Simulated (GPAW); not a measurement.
The system is TiSe.

```xyz
4
Lattice="4.1784 0.0000 0.0000 0.0000 4.1784 0.0000 0.0000 0.0000 5.9844" Properties=species:S:1:pos:R:3 pbc="T T T"
Se    0.0000    2.0892    4.5515
Se    2.0892    0.0000    1.4329
Ti    0.0000    0.0000    0.0000
Ti    2.0892    2.0892    0.0000
```

The cell comes from a database or a generator and needn't be the stable form of this composition.

* Program: GPAW 26.7.0
* Task: relaxation of cell and atoms
* Functional: PBEsol
* Dispersion: D3(BJ)+ATM
* Potentials or basis: PAW data sets generated in the run's folder for this functional
* Cutoff: 600 eV
* Basis: pw
* k mesh: 5 × 5 × 4
* Occupations: fermi-dirac, width 0.05 eV
* Spin: no spin polarisation

At the start: pressure -4.9 GPa; volume 26.12 Å³/atom.

Q: How do energy, volume and symmetry change on relaxing?

A: Over 12 steps the energy falls by 88.2 meV/atom and the volume is 19.81 Å³/atom (-24.2 %); space group P4/nmm (No. 129, to 0.05 Å).

The path:
```tsv
step	energy change (eV)	largest force (eV/Å)	pressure (GPa)	volume (Å³)
1	0.0000	0.2842	-4.87	104.48
2	-0.0257	0.1534	-4.21	103.60
3	-0.0825	0.5364	-0.47	99.01
4	-0.0895	0.5112	-0.53	98.73
5	-0.1995	0.0163	0.04	88.28
6	-0.2026	0.0661	-0.01	87.65
7	-0.2255	0.2674	-0.30	84.72
8	-0.2680	0.3438	-0.39	81.16
9	-0.2988	0.4683	-0.15	78.22
10	-0.3312	0.4045	-1.15	79.31
11	-0.3514	0.1530	-0.66	79.41
12	-0.3530	0.0217	-0.09	79.25
```

Final structure:
```
CELL_PARAMETERS angstrom
4.08638 0.00000 0.00000
0.00000 4.08638 0.00000
0.00000 0.00000 4.74576
ATOMIC_POSITIONS crystal
Se 0.00000 0.50000 0.69641
Se 0.50000 0.00000 0.30359
Ti 0.00000 0.00000 0.00000
Ti 0.50000 0.50000 0.00000
```

Caveat: later steps reuse the first step's grids; the volume moved by over 15 % at a fixed basis, so the end points are rough.
